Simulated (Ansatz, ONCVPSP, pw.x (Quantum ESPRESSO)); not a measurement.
**What a changed setting does to a pw.x run (fcc O)**

Potential: optimised norm-conserving Vanderbilt (ONCV), ONCVPSP 4.0.1.1 (patched build), PBE; core [He], reference 2s2 2p3.5; waves: 2s: rc 0.75 bohr, ncon 4, nbas 7, qcut 10.4 1/bohr, 2 projectors, debl 2.4 Ha; 2p: rc 1.80 bohr, ncon 3, nbas 6, qcut 8.5 1/bohr, 2 projectors, debl 2 Ha; d scattering state at 0.03 Ha: rc 1.85 bohr, ncon 4, nbas 8, qcut 5.7 1/bohr, 2 projectors, debl 1.6 Ha; local part: polynomial inside 0.50 bohr (lpopt 5, dvloc0 4 Ha); core correction: Teter function, fcfact 5.75, rcfact 1.65.

The reference run (k-mesh 18³, cutoffs 130/520 Ry, Fermi–Dirac 0.01 Ry, mixing_beta 0.4, conv_thr 1e-9, no spin) gives -0.38 GPa at 8.041 Å³/atom, where all-electron LAPW gives 0.14 GPa. This run, with its own iteration cap, changes mixing_mode to local-TF.

```
&control
  calculation='scf', prefix='x', pseudo_dir='./', outdir='./tmp', tstress=.true., disk_io='none'
/
&system
  ibrav=0, nat=1, ntyp=1, ecutwfc=130, ecutrho=520, nbnd=10,
  occupations='smearing', smearing='fd', degauss=0.01
/
&electrons
  conv_thr=1e-09, mixing_beta=0.4, electron_maxstep=50, mixing_mode='local-TF'
/
ATOMIC_SPECIES
O 1.0 O.UPF
CELL_PARAMETERS angstrom
  0.00000000 1.59010824 1.59010824
  1.59010824 0.00000000 1.59010824
  1.59010824 1.59010824 0.00000000
ATOMIC_POSITIONS crystal
O 0.0000 0.0000 0.0000
K_POINTS automatic
18 18 18 0 0 0
```

```bash
pw.x < O.scf.in > O.scf.out
```

How does the run end?

It converges in 12 iterations; the free energy moves by +0.0 meV/atom and the pressure by +0.01 GPa. The result is that of the reference run.

```
Message from routine setup:
     using ibrav=0 with symmetry is DISCOURAGED, use correct ibrav instead
     lattice parameter (alat)  =       4.2495  a.u.
     unit-cell volume          =      54.2634 (a.u.)^3
     number of electrons       =         6.00
     number of Kohn-Sham states=           10
     kinetic-energy cutoff     =     130.0000  Ry
     charge density cutoff     =     520.0000  Ry
     scf convergence threshold =      1.0E-09
     Exchange-correlation= PBE
     number of k points=   195  Fermi-Dirac smearing, width (Ry)=  0.0100
     iteration #  1     ecut=   130.00 Ry     beta= 0.40
     total energy              =     -33.19996566 Ry
     estimated scf accuracy    <       0.06970236 Ry
     iteration #  2     ecut=   130.00 Ry     beta= 0.40
     total energy              =     -33.18631002 Ry
     estimated scf accuracy    <       0.02630154 Ry
     iteration #  3     ecut=   130.00 Ry     beta= 0.40
     total energy              =     -33.19091895 Ry
     estimated scf accuracy    <       0.00007613 Ry
     iteration #  4     ecut=   130.00 Ry     beta= 0.40
     total energy              =     -33.19098914 Ry
     estimated scf accuracy    <       0.00007118 Ry
     iteration #  5     ecut=   130.00 Ry     beta= 0.40
     total energy              =     -33.19099475 Ry
     estimated scf accuracy    <       0.00005624 Ry
     iteration #  6     ecut=   130.00 Ry     beta= 0.40
     total energy              =     -33.19101876 Ry
     estimated scf accuracy    <       0.00004031 Ry
     iteration #  7     ecut=   130.00 Ry     beta= 0.40
     total energy              =     -33.19102868 Ry
     estimated scf accuracy    <       0.00001878 Ry
     iteration #  8     ecut=   130.00 Ry     beta= 0.40
     total energy              =     -33.19103118 Ry
     estimated scf accuracy    <       0.00000753 Ry
     iteration #  9     ecut=   130.00 Ry     beta= 0.40
     total energy              =     -33.19103167 Ry
     estimated scf accuracy    <       0.00000004 Ry
     iteration # 10     ecut=   130.00 Ry     beta= 0.40
     total energy              =     -33.19103188 Ry
     estimated scf accuracy    <       0.00000021 Ry
     iteration # 11     ecut=   130.00 Ry     beta= 0.40
     total energy              =     -33.19103189 Ry
     estimated scf accuracy    <       0.00000003 Ry
     iteration # 12     ecut=   130.00 Ry     beta= 0.40
     the Fermi energy is     4.8587 ev
!    total energy              =     -33.19103190 Ry
     estimated scf accuracy    <          4.9E-10 Ry
     smearing contrib. (-TS)   =      -0.00560872 Ry
     The total energy is F=E-TS. E is the sum of the following terms:
     one-electron contribution =      -1.58362179 Ry
     hartree contribution      =       4.63249441 Ry
     xc contribution           =      -8.76969914 Ry
     ewald contribution        =     -27.46459665 Ry
     convergence has been achieved in  12 iterations
          total   stress  (Ry/bohr**3)                   (kbar)     P=       -3.75
     Message from routine punch:
     Nothing written, as per user request (disk_io='none')
```

The run took about 55 s on one core of a shared host (Neoverse-N1, 64 threads, 124 GiB, load 58).
